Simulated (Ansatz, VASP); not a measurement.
**As in VASP and in Ansatz**

Contents of INCAR:

```
  PREC = Accurate
  ENCUT = 520
  EDIFF = 1E-6
  ISMEAR = 0
  SIGMA = 0.1
  LREAL = False
  LASPH = True
  NELM = 100
  ALGO = Normal
  ISIF = 2
  LWAVE = False
  LCHARG = False
  GGA = PE
  NBANDS = 12
```

Contents of KPOINTS:

```
Automatic mesh
0
Gamma
  10 10 10
```

The input POSCAR:

```
As
1.0
    1.9036109523      1.0990502958      3.6081612956
   -1.9036109523      1.0990502958      3.6081612956
    0.0000000000     -2.1981005915      3.6081612956
As
2
Direct
    0.7737100447      0.7737100447      0.7737100447
    0.2262899553      0.2262899553      0.2262899553
```

Input for Ansatz:

```yaml
crystal:
  lattice:
    - [1.9036109523, 1.0990502958, 3.6081612956]
    - [-1.9036109523, 1.0990502958, 3.6081612956]
    - [0.0, -2.1981005915, 3.6081612956]
  atoms:
    - { symbol: As, position: [0.7737100447, 0.7737100447, 0.7737100447] }
    - { symbol: As, position: [0.2262899553, 0.2262899553, 0.2262899553] }
hamiltonian:
  xc: pbe
  pseudopotentials:
    kind: paw
    azcp:
      As: "pseudopotentials/As.paw.azcp"
basis:
  ecutwfc: 420
  fft_grid_basis: typed
kpoints:
  mp_grid: { grid: [10, 10, 10], shift: [0, 0, 0] }
magnetization:
  spin_polarized: false
scf:
  occupations: { method: gaussian, width: 0.1 }
  lower_state_search: "off"
output:
  stress: true
```

Alike in both runs: task single point; functional PBE; k mesh 10 × 10 × 10; occupations gaussian, width 0.1 eV; no spin polarisation.

|  | VASP | Ansatz |
| --- | --- | --- |
| version | VASP 6.6.1 | Ansatz 0.2.0 |
| potentials or method | VASP PAW PBE potentials, release 64 (As) | plane waves (420 eV) with PAW, scalar-relativistic |
| plane-wave cutoff (eV) | 520 | 420 |
| valence electrons in the cell | 10 | 30 |

Ansatz gave:

```
pressure (GPa)                                  : 0.0
largest component of the traceless stress (GPa) : 0.04
```

Problem. Estimate VASP's values.

Solution. Pressure (GPa): 0.3; largest component of the traceless stress (GPa): 0.11.

The two sets of potentials don't hold the same shells in valence.
